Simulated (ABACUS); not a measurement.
Runs of ABACUS 3.10.1 on Si2Mo. The structure is tetragonal, space group I4/mmm (No. 139). Conventional cell: a = 3.200 Å, b = 3.200 Å, c = 7.861 Å, α = 90.00°, β = 90.00°, γ = 90.00°. Around Mo (site symmetry 4/mmm) lie 10 Si at 2.62 Å. Si (site symmetry 4mm) is surrounded by 5 Si at 2.61 to 2.63 Å and 5 Mo at 2.62 Å. 

```csv
task,potentials or basis,cell,gap on the mesh (eV),pressure (GPa),V0 of scaled cells (Å³/atom),B0 (GPa),largest force (eV/Å)
single point,"PseudoDojo NC SR 0.4.1 PBE standard, DZP LCAO (the cutoffs set its grid)",as given,none,(c),-,-,0.26
single point,"PseudoDojo NC SR 0.4.1 PBE standard, TZDP LCAO (the cutoffs set its grid)",as given,none,2.5,-,-,0.27
equation of state,"PseudoDojo NC SR 0.4.1 PBE standard, TZDP LCAO (the cutoffs set its grid)",as given,-,-,13.58,207,-
single point,"PseudoDojo NC SR 0.4.1 PBE standard, DZP LCAO (the cutoffs set its grid)","atoms moved at random, drawn with an rms of 0.05 Å",none,3.4,-,-,0.92
equation of state,"PseudoDojo NC SR 0.4.1 PBE standard, DZP LCAO (the cutoffs set its grid)",as given,-,-,(b),(a),-
```

Alike in all rows: level PBE; no spin polarisation; k mesh 12 × 12 × 12; cutoff (eV) 1361; smearing fermi-dirac 0.05 eV.

Question: Fill in the values left out.

Answer: (a) 203; (b) 13.62; (c) 3.2.

Caveats: the atomic orbitals were generated for these runs and aren't a published set; the basis of atomic orbitals isn't converged, which shifts pressures, moduli and gaps; the cell was scaled at fixed shape and fractional positions, which overstates the stiffness of a crystal with free parameters, most of all of layers and chains (some runs).

A k mesh can miss the band edges, and the runs leave out spin-orbit coupling on Mo.

A gap of «none» marks a metal or a gap under the smearing width.
